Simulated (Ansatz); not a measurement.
# TaN — 181Ta nuclear quadrupole resonance

Cell: an entry of the Crystallography Open Database (COD), ions relaxed with PBE at fixed cell.

Space group P-62m (No. 189); a = 5.1960, c = 2.9110 Å, γ = 120.00°.

```csv
site,Wyckoff,site symmetry,x,y,z
Ta1,2d,-6..,0.3333,0.6667,0.5000
Ta3,1a,-62m,0.0000,0.0000,0.0000
N,3f,m2m,0.3932,0.0000,0.0000
```

One atom of each set is listed.

All values are calculated (Ansatz; DFT, PBE, plane waves and PAW, scalar-relativistic, collinear spin, 420 eV cutoff, Γ-centred 10×10×16 k-points, Fermi–Dirac smearing 0.05 eV), not measured. Start moments as typed (μB): 2 on each Ta, none on the rest.

181Ta: I = 7/2, Q = 3170 mb (year-2017 value). Static lattice, zero field.

Question: At which frequencies do the 181Ta NQR lines lie?

Answer: For I = 7/2 and η = 0 the lines are |C_Q|/14 times 1, 2 and 3; η shifts the lowest up most.

```csv
site,atoms,V_zz (10²¹ V/m²),C_Q (MHz),η,line frequencies (MHz)
Ta1,2,-19.89,-1524,0.00,"108.9, 217.8, 326.7"
Ta3,1,13.35,1023,0.00,"73.1, 146.2, 219.3"
```

An axis of threefold or higher order runs through Ta1 and Ta3, so V_zz lies along it and η is zero.

At this cell the principal stresses reach 5 GPa in size with PBE, which can matter for small gradients. With no gap above 0.1 eV, as in a metal, the gradients converge slowly in k; expect changes of a tenth or more on a denser mesh. Without spin–orbit coupling the gradients at and beside Ta can be off by some per cent, at some sites by more. With these PAW files V_zz is typically within 2 to 3 % of all-electron values, but misses above 10 % occur on Ta. The start moments die out, and the run ends without spin.

The relaxation (2 steps) took 85 s of wall time (84 s of CPU time) and 0.86 GiB at its peak, on 1 thread of AMD EPYC 9R14 (Zen 4) (x86_64; 16 cores open to the job, memory cap 3.0 GiB, no GPU), a shared host with a load of 0.5 a core.
